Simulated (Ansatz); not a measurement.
## Strain response of Al$_{3}$Ru$_{2}$

These are results of Ansatz 0.2.0, DFT PBEsol, scalar-relativistic, plane waves, PAW, not measurements. Settings: 420 eV cutoff, 12×12×4 k-mesh, Gaussian smearing of 0.10 eV, no spin polarisation.

The relaxed crystal:

```yaml
crystal:
  lattice:
    - [3.07336, 0.00000, 0.00000]
    - [0.00000, 3.07336, 0.00000]
    - [0.00000, 0.00000, 14.25166]
  atoms:
    - { symbol: Al, position: [0.00000, 0.00000, 0.00000] }
    - { symbol: Al, position: [0.50000, 0.50000, 0.30626] }
    - { symbol: Al, position: [0.00000, 0.00000, 0.19374] }
    - { symbol: Al, position: [0.50000, 0.50000, 0.50000] }
    - { symbol: Al, position: [0.00000, 0.00000, 0.80626] }
    - { symbol: Al, position: [0.50000, 0.50000, 0.69374] }
    - { symbol: Ru, position: [0.50000, 0.50000, 0.10566] }
    - { symbol: Ru, position: [0.00000, 0.00000, 0.39434] }
    - { symbol: Ru, position: [0.00000, 0.00000, 0.60566] }
    - { symbol: Ru, position: [0.50000, 0.50000, 0.89434] }
```

Deformation: biaxial strain in the a-b plane, with the length and tilt of c and the atoms relaxed, all within the symmetry that the strain leaves. Energies are extrapolated to zero smearing. On this cell's mesh the reference holds a stress of up to 0.28 GPa.

| strain (%) | ΔE (meV/atom) | a (Å) | b (Å) | c (Å) |
| --- | --- | --- | --- | --- |
| -4.5 | 62.5 | 2.935 | 2.935 | 14.964 |
| -3.0 | 27.4 | 2.981 | 2.981 | 14.688 |
| -1.5 | 6.5 | 3.027 | 3.027 | 14.453 |
| +0.0 | 0.0 | 3.073 | 3.073 | 14.252 |
| +1.5 | 7.3 | 3.119 | 3.119 | 14.098 |
| +3.0 | 27.5 | 3.166 | 3.166 | 13.957 |
| +4.5 | 59.4 | 3.212 | 3.212 | 13.833 |

(1) What stiffness (1/V) d²E/dε² at zero strain does a cubic fit over all points give?

(2) How does the free axis c answer a small strain?

Results:

(1) A cubic fit gives (1/V) d²E/dε² = 715 GPa at zero strain (twice the biaxial modulus).

(2) Between the innermost points its strain is -0.83 times the applied one.